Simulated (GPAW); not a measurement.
# Al (Fm-3m) in GPAW: further runs

Runs on Al. Level: PBE. Tasks: single point.

Everything below comes from runs of GPAW 26.7.0. Logs are shortened: lines on timing, memory, paths and dates and some standing lists are left out, and cuts for length are marked. The log counts tension as positive stress, the text compression.

## Step 1: The structure

It takes space group Fm-3m (No. 225, cubic). Conventional cell: a = 4.050 Å, b = 4.050 Å, c = 4.050 Å, α = 90.00°, β = 90.00°, γ = 90.00°. Al (site symmetry m-3m) is surrounded by 12 Al at 2.86 Å.

## Step 2: Single point, PBE

run.py

```python
from ase import Atoms
from ase.dft.bandgap import bandgap
from ase.io import write
from ase.units import GPa
from gpaw import GPAW, PW

atoms = Atoms(['Al'],
              cell=[[0.0, 2.024805, 2.024805],
                    [2.024805, 0.0, 2.024805],
                    [2.024805, 2.024805, 0.0]],
              scaled_positions=[[0.0, 0.0, 0.0]],
              pbc=True)

calc = GPAW(mode=PW(600),
            xc='PBE',
            kpts={'size': (11, 11, 11), 'gamma': True},
            occupations={'name': 'methfessel-paxton', 'order': 0, 'width': 0.02},
            nbands=7,
            convergence={'density': 1e-05, 'energy': 1e-05},
            maxiter=150,
            txt='gpaw.txt')
atoms.calc = calc
energy = atoms.get_potential_energy()
forces = atoms.get_forces()
stress = atoms.get_stress()
calc.write('gs.gpw')
write('result.traj', atoms)
print(f'Energy: {energy:.6f} eV')
print('Forces (eV/A):')
print(forces.round(4))
print('Stress (GPa):', (stress / GPa).round(3))
print('Fermi level:', round(calc.get_fermi_level(), 4), 'eV')
print(f'Gap: {bandgap(calc)[0]:.4f} eV, direct: {bandgap(calc, direct=True)[0]:.4f} eV')
```

Potentials or basis: GPAW PAW data sets (gpaw-data 1.2.1), pw.

Run with:

```bash
> OMP_NUM_THREADS=1 python run.py
```

gpaw.txt:

```text
__  _  _
 | _ |_)|_||  |
 |__||  | ||/\| - 26.7.0

Input parameters:
  mode=PW(ecut=600.0),
  convergence={'density': 1e-05, 'energy': 1e-05},
  kpts=MonkhorstPack(size=(11, 11, 11), gamma=True),
  maxiter=150,
  nbands=7,
  occupations=Occupations(name='methfessel-paxton', order=0, width=0.02),
  xc=XC(name='PBE')

Diagonalizing LCAO Hamiltonian
Converting LCAO to pw mode

       Al

Atoms  # Å, Bohr magnetons
|   | symbol |        x |        y |        z |    initial magnetic moments |
|---|--------|----------|----------|----------|-----------------------------|
| 0 |     Al | 0.000000 | 0.000000 | 0.000000 | ( 0.0000,  0.0000,  0.0000) |

Unit cell  # Å
| periodic |        x |        y |        z |  lengths |    angles |
|----------|----------|----------|----------|----------|-----------|
|      yes | 0.000000 | 2.024805 | 2.024805 | 2.863507 | 60.000000 |
|      yes | 2.024805 | 0.000000 | 2.024805 | 2.863507 | 60.000000 |
|      yes | 2.024805 | 2.024805 | 0.000000 | 2.863507 | 60.000000 |

Number of symmetries: 48
Symmetry operations  # r_c * U_cc + t_c -> r_c
|    | kind |            matrix            |
|----|------|------------------------------|
|  0 |  σ   |  1, 0, 0,  1, 0,-1,  1,-1, 0 |
|  1 |  C2  |  1, 0, 0,  1,-1, 0,  1, 0,-1 |
|  2 |  E   |  1, 0, 0,  0, 1, 0,  0, 0, 1 |
|  3 |  σ   |  1, 0, 0,  0, 0, 1,  0, 1, 0 |
|  4 |  C4  |  1, 0,-1,  1, 0, 0,  1,-1, 0 |
|  5 |  S6  |  1, 0,-1,  1,-1, 0,  1, 0, 0 |
|  6 |  σ   |  1, 0,-1,  0, 1,-1,  0, 0,-1 |
|  7 |  C3  |  1, 0,-1,  0, 0,-1,  0, 1,-1 |
|  8 |  S6  |  1,-1, 0,  1, 0, 0,  1, 0,-1 |
|  9 |  C4  |  1,-1, 0,  1, 0,-1,  1, 0, 0 |
| 10 |  C3  |  1,-1, 0,  0,-1, 1,  0,-1, 0 |
| 11 |  σ   |  1,-1, 0,  0,-1, 0,  0,-1, 1 |
| 12 |  σ   |  0, 1, 0,  1, 0, 0,  0, 0, 1 |
| 13 |  C4  |  0, 1, 0,  0, 1,-1, -1, 1, 0 |
| 14 |  C3  |  0, 1, 0,  0, 0, 1,  1, 0, 0 |
| 15 |  S6  |  0, 1, 0, -1, 1, 0,  0, 1,-1 |
| 16 |  C2  |  0, 1,-1,  1, 0,-1,  0, 0,-1 |
| 17 |  σ   |  0, 1,-1,  0, 1, 0, -1, 1, 0 |
| 18 |  S4  |  0, 1,-1,  0, 0,-1,  1, 0,-1 |
| 19 |  C4  |  0, 1,-1, -1, 1, 0,  0, 1, 0 |
| 20 |  C3  |  0, 0, 1,  1, 0, 0,  0, 1, 0 |
| 21 |  σ   |  0, 0, 1,  0, 1, 0,  1, 0, 0 |
| 22 |  S6  |  0, 0, 1,  0,-1, 1, -1, 0, 1 |
| 23 |  C4  |  0, 0, 1, -1, 0, 1,  0,-1, 1 |
| 24 |  S4  |  0, 0,-1,  1, 0,-1,  0, 1,-1 |
| 25 |  C3  |  0, 0,-1,  0, 1,-1,  1, 0,-1 |
| 26 |  C2  |  0, 0,-1,  0,-1, 0, -1, 0, 0 |
| 27 |  S6  |  0, 0,-1, -1, 0, 0,  0,-1, 0 |
| 28 |  S4  |  0,-1, 1,  1,-1, 0,  0,-1, 0 |
| 29 |  C4  |  0,-1, 1,  0, 0, 1, -1, 0, 1 |
| 30 |  C2  |  0,-1, 1,  0,-1, 0,  1,-1, 0 |
| 31 |  σ   |  0,-1, 1, -1, 0, 1,  0, 0, 1 |
| 32 |  C3  |  0,-1, 0,  1,-1, 0,  0,-1, 1 |
| 33 |  S6  |  0,-1, 0,  0, 0,-1, -1, 0, 0 |
| 34 |  S4  |  0,-1, 0,  0,-1, 1,  1,-1, 0 |
| 35 |  C2  |  0,-1, 0, -1, 0, 0,  0, 0,-1 |
| 36 |  C2  | -1, 1, 0,  0, 1, 0,  0, 1,-1 |
| 37 |  S6  | -1, 1, 0,  0, 1,-1,  0, 1, 0 |
| 38 |  S4  | -1, 1, 0, -1, 0, 1, -1, 0, 0 |
| 39 |  C3  | -1, 1, 0, -1, 0, 0, -1, 0, 1 |
| 40 |  S6  | -1, 0, 1,  0, 0, 1,  0,-1, 1 |
| 41 |  C2  | -1, 0, 1,  0,-1, 1,  0, 0, 1 |
| 42 |  C3  | -1, 0, 1, -1, 1, 0, -1, 0, 0 |
| 43 |  S4  | -1, 0, 1, -1, 0, 0, -1, 1, 0 |
| 44 |  C2  | -1, 0, 0,  0, 0,-1,  0,-1, 0 |
| 45 |  i   | -1, 0, 0,  0,-1, 0,  0, 0,-1 |
| 46 |  σ   | -1, 0, 0, -1, 1, 0, -1, 0, 1 |
| 47 |  C2  | -1, 0, 0, -1, 0, 1, -1, 1, 0 |

BZ-sampling:
  Number of BZ points: 1331
  Number of IBZ points: 56

  Monkhorst-Pack size: [11, 11, 11]
  Monkhorst-Pack shift: [0, 0, 0]

K-points  # in reciprocal-cell coordinates
|     |                                coordinates |     weight |
|-----|--------------------------------------------|------------|
|   0 | (  0.00000000,   0.00000000,   0.00000000) | 0.00075131 |
|   1 | (  0.09090909,   0.09090909,   0.00000000) | 0.00450789 |
|   2 | (  0.09090909,   0.09090909,   0.09090909) | 0.00601052 |
|   3 | (  0.18181818,   0.09090909,   0.09090909) | 0.00901578 |
|   4 | (  0.18181818,   0.18181818,   0.00000000) | 0.00450789 |
|   5 | (  0.18181818,   0.18181818,   0.09090909) | 0.01803156 |
|   6 | (  0.18181818,   0.18181818,   0.18181818) | 0.00601052 |
|   7 | (  0.27272727,   0.18181818,   0.09090909) | 0.01803156 |
|   8 | (  0.27272727,   0.18181818,   0.18181818) | 0.01803156 |
|   9 | (  0.27272727,   0.27272727,   0.00000000) | 0.00450789 |
| ... |                                            |            |
|  55 | (  0.45454545,   0.45454545,   0.45454545) | 0.00601052 |

Plane wave coefficients: 564
Cutoff: 600.0 eV

Spin-components: 1 (collinear spins)
Bands:           7
Projectors:      5
Spin-degeneracy: 2
Datatype:        complex128

Parallelization:
  kpt:    1
  domain: 1
  band:   1

Density:
  Valence electrons: 3.0
  Components: 1
  Grid points: [18 18 18]
  Charge: 0.0  # |e|

Potential:
  Grid points: [18 18 18]

species:
  Al:
    name:    Aluminium
    Z:       13.0
    valence: 3
    core:    10
    charge:  0.0  # [|e|]
    compensation charges:
      type: gauss
      rc: 0.34  # [Å]
      lmax: 2
    cutoffs:
      filter: 1.91  # [Å]
      core: 2.36  # [Å]
    projectors
    | kind |    occ | energy [eV] | rcut [Å] |
    |------|--------|-------------|----------|
    |   3s |  2.000 |      -7.753 |    1.085 |
    |   3p |  1.000 |      -2.712 |    1.085 |
    |    s |        |      19.459 |    1.085 |
    |    p |        |      24.499 |    1.085 |
    |    d |        |       0.000 |    1.085 |

    Using partial waves for Al as LCAO basis

Reference energy: -6603.423265  # eV

eigensolver:
  PPCG
  Converge bands: occupied
  niter=2

density mixing:
  MSR1-Mixer
  Pratt-step length: 0.05
  Maximum mixing coefficient: 0.75
  Old densities: 10
  SVD Regularization: 0.005
  Good broyden scale: 1.0
  Trust region scale: 1.0
  Backstep threshold: 4.0
  History deletion threshold: 6.0
  Fourier metric: weight=20.0, sigma=0.015

occupation numbers:
  Methfessel-Paxton:
    width: 0.0200  # eV
    order: 0

poisson solver:
  ecut: 4800.0  # eV

xc functional:
  name: PBE with 2 nearest neighbor stencil

convergence criteria:
- Maximum integral of absolute [dens]ity change: 1e-05 electrons / valence electron
- Maximum [total energy] change in last 3 cyles: 1e-05 eV / valence electron
- Maximum integral of absolute [eigenst]ate change: 4e-08 eV^2 / valence electron
maximum number of iterations: 150

SCF iterations
|iter     | |      energy | eigst |  dens |
|---------|-|-------------|-------|-------|
|iter:   1| |   -3.744516 | -0.24 |       |
|iter:   2| |   -3.744680 | -3.50 | -0.97 |
|iter:   3| |   -3.744146 | -3.41 | -1.00 |
|iter:   4| |   -3.744395 | -4.04 | -1.55 |
|iter:   5| |   -3.744402 | -6.02 | -2.91 |
|iter:   6| |   -3.744403c| -6.55 | -3.33 |
|iter:   7| |   -3.744403c| -8.52c| -4.58 |
|iter:   8| |   -3.744403c| -9.01c| -5.06c|

Converged in 8 steps
Energy contributions relative to reference atoms: (reference = -6603.423265)

Energy contributions:
  Kinetic:           3.493135
  Coulomb:          -1.644108
  Zero:             -0.006311
  External:          0.000000
  Xc:               -5.586920
  Entropy:          -0.000399
  Spinorbit:         0.000000
  ----------------------------
  Free energy:      -3.744603
  Extrapolated:     -3.744403

dipole moment: (-6.948234, -6.948234, -6.948234)  # |e|*Ang

Fermi level: 7.122
Eigenvalues  # (at kpt = [0.000, 0.000, 0.000])
| band index |      eig [eV] | occ [0-2] |
|------------|---------------|-----------|
|          0 |        -3.995 |     2.000 |
|          1 |        19.692 |     0.000 |
|          2 |        19.692 |     0.000 |
|          3 |        19.692 |     0.000 |
|          4 |        21.140 |     0.000 |
|          5 |        21.140 |     0.000 |
|          6 |        21.140 |     0.000 |

No gap
No difference between direct/indirect transitions

Forces  # eV/Ang
|       x |        y |       z |
|---------|----------|---------|
| 0.00000 | -0.00000 | 0.00000 |  # Al   0

Stress tensor  # eV/Ang^3
|         x |         y |        z |
|-----------|-----------|----------|
|  0.002330 | -0.000000 | 0.000000 |
| -0.000000 |  0.002330 | 0.000000 |
|  0.000000 |  0.000000 | 0.002330 |

# Writing to gs.gpw (mode='')
```

Wall time 6.4 s (1 thread of Arm Neoverse V1, shared host); peak memory 0.12 GiB.

What came out:

```
Free energy            : -3.7446 eV
Pressure               : -0.4 GPa
Band gap on the k mesh : none (metal or under the smearing width)
```

Levels at points of the mesh, in eV from the Fermi level:
| k point | band 1 | band 2 | band 3 | band 4 |
| --- | --- | --- | --- | --- |
| (0.00, 0.00, 0.00) | -11.12 | 12.57 | 12.57 | 12.57 |

## Step 3: Single point, PBE

Edit run.py of step 2 so:

```diff
@@ -1,4 +1,3 @@
-from ase import Atoms
 from ase.dft.bandgap import bandgap
-from ase.io import write
+from ase.io import read, write
 from ase.units import GPa
@@ -6,8 +5,3 @@
 
-atoms = Atoms(['Al'],
-              cell=[[0.0, 2.024805, 2.024805],
-                    [2.024805, 0.0, 2.024805],
-                    [2.024805, 2.024805, 0.0]],
-              scaled_positions=[[0.0, 0.0, 0.0]],
-              pbc=True)
+atoms = read('Al.xyz')
 
@@ -16,3 +10,3 @@
             kpts={'size': (11, 11, 11), 'gamma': True},
-            occupations={'name': 'methfessel-paxton', 'order': 0, 'width': 0.02},
+            occupations={'name': 'methfessel-paxton', 'order': 0, 'width': 0.020999999999999998},
             nbands=7,
```

Al.xyz

```xyz
1
Lattice="0.0000000000 2.0248050000 2.0248050000 2.0248050000 0.0000000000 2.0248050000 2.0248050000 2.0248050000 0.0000000000" Properties=species:S:1:pos:R:3 pbc="T T T"
Al     0.0000000000      0.0000000000      0.0000000000
```

Potentials or basis: GPAW PAW data sets (gpaw-data 1.2.1), pw.

Run with:

```bash
> OMP_NUM_THREADS=1 python run.py
```

gpaw.txt:

```text
__  _  _
 | _ |_)|_||  |
 |__||  | ||/\| - 26.7.0

Input parameters:
  mode=PW(ecut=600.0),
  convergence={'density': 1e-05, 'energy': 1e-05},
  kpts=MonkhorstPack(size=(11, 11, 11), gamma=True),
  maxiter=150,
  nbands=7,
  occupations=Occupations(name='methfessel-paxton', order=0, width=0.020999999999999998),
  xc=XC(name='PBE')

Diagonalizing LCAO Hamiltonian
Converting LCAO to pw mode

       Al

Atoms  # Å, Bohr magnetons
|   | symbol |        x |        y |        z |    initial magnetic moments |
|---|--------|----------|----------|----------|-----------------------------|
| 0 |     Al | 0.000000 | 0.000000 | 0.000000 | ( 0.0000,  0.0000,  0.0000) |

Unit cell  # Å
| periodic |        x |        y |        z |  lengths |    angles |
|----------|----------|----------|----------|----------|-----------|
|      yes | 0.000000 | 2.024805 | 2.024805 | 2.863507 | 60.000000 |
|      yes | 2.024805 | 0.000000 | 2.024805 | 2.863507 | 60.000000 |
|      yes | 2.024805 | 2.024805 | 0.000000 | 2.863507 | 60.000000 |

Number of symmetries: 48
Symmetry operations  # r_c * U_cc + t_c -> r_c
|    | kind |            matrix            |
|----|------|------------------------------|
|  0 |  σ   |  1, 0, 0,  1, 0,-1,  1,-1, 0 |
|  1 |  C2  |  1, 0, 0,  1,-1, 0,  1, 0,-1 |
|  2 |  E   |  1, 0, 0,  0, 1, 0,  0, 0, 1 |
|  3 |  σ   |  1, 0, 0,  0, 0, 1,  0, 1, 0 |
|  4 |  C4  |  1, 0,-1,  1, 0, 0,  1,-1, 0 |
|  5 |  S6  |  1, 0,-1,  1,-1, 0,  1, 0, 0 |
|  6 |  σ   |  1, 0,-1,  0, 1,-1,  0, 0,-1 |
|  7 |  C3  |  1, 0,-1,  0, 0,-1,  0, 1,-1 |
|  8 |  S6  |  1,-1, 0,  1, 0, 0,  1, 0,-1 |
|  9 |  C4  |  1,-1, 0,  1, 0,-1,  1, 0, 0 |
| 10 |  C3  |  1,-1, 0,  0,-1, 1,  0,-1, 0 |
[... 131 lines left out ...]
    order: 0

poisson solver:
  ecut: 4800.0  # eV

xc functional:
  name: PBE with 2 nearest neighbor stencil

convergence criteria:
- Maximum integral of absolute [dens]ity change: 1e-05 electrons / valence electron
- Maximum [total energy] change in last 3 cyles: 1e-05 eV / valence electron
- Maximum integral of absolute [eigenst]ate change: 4e-08 eV^2 / valence electron
maximum number of iterations: 150

SCF iterations
|iter     | |      energy | eigst |  dens |
|---------|-|-------------|-------|-------|
|iter:   1| |   -3.744518 | -0.24 |       |
|iter:   2| |   -3.744682 | -3.50 | -0.97 |
|iter:   3| |   -3.744149 | -3.41 | -1.00 |
|iter:   4| |   -3.744398 | -4.04 | -1.55 |
|iter:   5| |   -3.744405 | -6.02 | -2.91 |
|iter:   6| |   -3.744406c| -6.55 | -3.33 |
|iter:   7| |   -3.744406c| -8.52c| -4.58 |
|iter:   8| |   -3.744406c| -9.00c| -5.06c|

Converged in 8 steps
Energy contributions relative to reference atoms: (reference = -6603.423265)

Energy contributions:
  Kinetic:           3.494480
  Coulomb:          -1.645308
  Zero:             -0.006310
  External:          0.000000
  Xc:               -5.587050
  Entropy:          -0.000434
  Spinorbit:         0.000000
  ----------------------------
  Free energy:      -3.744623
  Extrapolated:     -3.744406

dipole moment: (-6.948236, -6.948236, -6.948236)  # |e|*Ang

Fermi level: 7.121
Eigenvalues  # (at kpt = [0.000, 0.000, 0.000])
| band index |      eig [eV] | occ [0-2] |
|------------|---------------|-----------|
|          0 |        -3.995 |     2.000 |
|          1 |        19.692 |     0.000 |
|          2 |        19.692 |     0.000 |
|          3 |        19.692 |     0.000 |
|          4 |        21.140 |     0.000 |
|          5 |        21.140 |     0.000 |
|          6 |        21.140 |     0.000 |

No gap
No difference between direct/indirect transitions

Forces  # eV/Ang
|       x |        y |       z |
|---------|----------|---------|
| 0.00000 | -0.00000 | 0.00000 |  # Al   0

Stress tensor  # eV/Ang^3
|         x |         y |        z |
|-----------|-----------|----------|
|  0.002312 | -0.000000 | 0.000000 |
| -0.000000 |  0.002312 | 0.000000 |
|  0.000000 |  0.000000 | 0.002312 |

# Writing to gs.gpw (mode='')
```

stdout:

```text
Energy: -3.744406 eV
Forces (eV/A):
[[ 0. -0.  0.]]
Stress (GPa): [ 0.37  0.37  0.37  0.    0.   -0.  ]
Fermi level: 7.1213 eV
Gap: 0.0000 eV, direct: 0.0000 eV
```

It took 6.3 s on 1 thread of Arm Neoverse V1, shared host; peak memory 0.13 GiB.

Results:

```yaml
Free_energy: -3.7446 eV
Pressure: -0.4 GPa
Band_gap_on_the_k_mesh: none (metal or under the smearing width)
```

[end of part 1 of 2]
